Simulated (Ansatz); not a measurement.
TiCo3 under changes of volume

One of the cells (11.384 Å³/atom); the others are scaled copies at fixed shape and fractional positions:

```
Co Ti
1.0
     3.57100    0.00000    0.00000
     0.00000    3.57100    0.00000
     0.00000    0.00000    3.57100
Co Ti
3 1
Direct
  0.50000 0.50000 0.00000
  0.50000 0.00000 0.50000
  0.00000 0.50000 0.50000
  0.00000 0.00000 0.00000
```

```yaml
Program: Ansatz 0.2.0
Functional: r2SCAN
Potentials_or_basis: Ansatz PAW
Cutoff: "500 eV (not typed: the program's choice for these potentials)"
k_mesh: 8 × 8 × 8
Occupations: fermi-dirac, width 0.05 eV
Spin: collinear spin, ferromagnetic start
Starting_moments: "[2.0, 2.0, 2.0, 1.0] μB"
```

| volume (Å³/atom) | energy over the lowest point (meV/atom) | pressure (GPa) | moment (μB per cell) |
| --- | --- | --- | --- |
| 10.701 | 45.41 | 18.3 | 2.86 |
| 10.929 | 23.34 | 12.7 | 2.87 |
| 11.157 | 8.92 | 7.6 | 2.88 |
| 11.384 | ? | ? | ? |
| 11.612 | 0.00 | -1.0 | 2.89 |
| 11.840 | 4.11 | -4.7 | 2.89 |
| 12.067 | 13.05 | -7.9 | 2.89 |

Question: What does the run at 11.384 Å³/atom give?

Answer: Energy over the lowest point 1.39 meV/atom; pressure 3.1 GPa; moment 2.89 μB per cell.

Worked out: A Birch-Murnaghan fit of order 3 (a polynomial in V^(-2/3)) to the other rows has its minimum at 11.55 Å³/atom with B0 = V·E''(V) = 201 GPa and B' = 4.6. It gives 1.42 meV/atom at 11.384 Å³/atom, against the run's 1.39, and -dE/dV = 3.1 GPa, against 3.1. A straight line through the other rows of the moment, of slope 0.022 μB per Å³/atom, gives 2.88 μB, against the run's 2.89.

Energies are extrapolated to zero smearing.

Caveats: the magnetic or orbital state may not be the lowest; the PAW data sets come from PBE, with cores solved anew for the run's functional, which leaves a small shift of forces and pressure; the starting moments weren't kept.
